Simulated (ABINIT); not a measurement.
InP:

```
CELL_PARAMETERS angstrom
0.00000 2.93050 2.93050
2.93050 0.00000 2.93050
2.93050 2.93050 0.00000
ATOMIC_POSITIONS crystal
In 0.00000 0.00000 0.00000
P 0.75000 0.75000 0.75000
```

Base run:

| Quantity | Value |
| --- | --- |
| Program | ABINIT 10.8.3 (patched build) |
| Functional | HLE16 |
| Potentials or basis | JTH PAW PBE v2.0 sp |
| Cutoff | 544 eV |
| k mesh | 8 × 8 × 8 |
| Occupations | fermi-dirac, width 0.05 eV |
| Spin | no spin polarisation |

Its results: band gap on the k mesh 1.11 eV, direct.

After a change of settings the same cell gave: band gap on the k mesh 0.89 eV, direct. Which change was it?
A. functional from HLE16 to BP86; potentials or basis from JTH PAW PBE v2.0 sp to JTH PAW PBE v2.0; valence electrons from 8 to 18
B. functional from HLE16 to PW91; potentials or basis from JTH PAW PBE v2.0 sp to JTH PAW PBE v2.0; valence electrons from 8 to 18
C. functional from HLE16 to revPBE
D. functional from HLE16 to PBE; potentials or basis from JTH PAW PBE v2.0 sp to JTH PAW PBE v2.0; valence electrons from 8 to 18

C.

Caveats: spin-orbit coupling is left out, which moves the levels of the heavy elements; this set keeps more shells in the core, which shifts pressures and gaps; the potentials were made for a functional far from this one (some runs).
